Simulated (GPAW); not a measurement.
MgO: band structure with SOGGA

**Experimental background.**

“Electronic structure of alkaline earth and post-transition metal oxides”, 2009, arxiv:0908.1581 quotes, for a bulk crystal of MgO: band gap 7.83 eV.

MgO:

```
CELL_PARAMETERS angstrom
0.00000 2.09700 2.09700
2.09700 0.00000 2.09700
2.09700 2.09700 0.00000
ATOMIC_POSITIONS crystal
Mg 0.00000 0.00000 0.00000
O 0.50000 0.50000 0.50000
```

The cell is a database's computed one.

```yaml
Program: GPAW 26.7.0
Task: band structure
Functional: SOGGA
Potentials_or_basis: PAW data sets generated in the run's folder for this functional
Cutoff: 800 eV
Basis: pw
k_mesh: 9 × 9 × 9
Occupations: fermi-dirac, width 0.05 eV
Spin: no spin polarisation
Maxiter: 150
Band_path: GXWKGLUWLK,UX
Band_points: 60
```

* Pressure: 2.6 GPa
* Band gap on the k mesh: 4.77 eV, direct
* Band gap along the path: 4.77 eV, direct

Levels at the corners of the path, in eV from the valence-band top:
| point | band 4 | band 5 | band 6 | band 7 | band 8 | band 9 | band 10 |
| --- | --- | --- | --- | --- | --- | --- | --- |
| Γ | -38.89 | -17.22 | 0.00 | 0.00 | 0.00 | 4.77 | 15.71 |
| X | -38.92 | -15.62 | -4.17 | -1.38 | -1.38 | 8.95 | 10.04 |
| W | -38.92 | -15.55 | -3.03 | -3.03 | -1.82 | 11.59 | 11.59 |
| K | -38.91 | -15.59 | -3.58 | -2.78 | -1.17 | 10.00 | 11.86 |
| Γ | -38.89 | -17.22 | 0.00 | 0.00 | 0.00 | 4.77 | 15.71 |
| L | -38.90 | -15.85 | -4.73 | -0.67 | -0.67 | 7.83 | 12.66 |
| U | -38.91 | -15.59 | -3.58 | -2.78 | -1.17 | 10.00 | 11.86 |
| W | -38.92 | -15.55 | -3.03 | -3.03 | -1.82 | 11.59 | 11.59 |
| L | -38.90 | -15.85 | -4.73 | -0.67 | -0.67 | 7.83 | 12.66 |
| K | -38.91 | -15.59 | -3.58 | -2.78 | -1.17 | 10.00 | 11.86 |
| U | -38.91 | -15.59 | -3.58 | -2.78 | -1.17 | 10.00 | 11.86 |
| X | -38.92 | -15.62 | -4.17 | -1.38 | -1.38 | 8.95 | 10.04 |

Wall time 22 s on 1 thread of Arm Neoverse V1 (shared host), peak memory 0.2 GiB.

A measured gap of MgO is 7.83 eV (quoted in “Electronic structure of alkaline earth and post-transition metal oxides”, 2009, arxiv:0908.1581); the calculated 4.77 eV misses it by -3.06 eV. The value is that of SOGGA, without temperature or zero-point motion. The cell is a database's relaxed one, not the measured one, which moves gaps too.
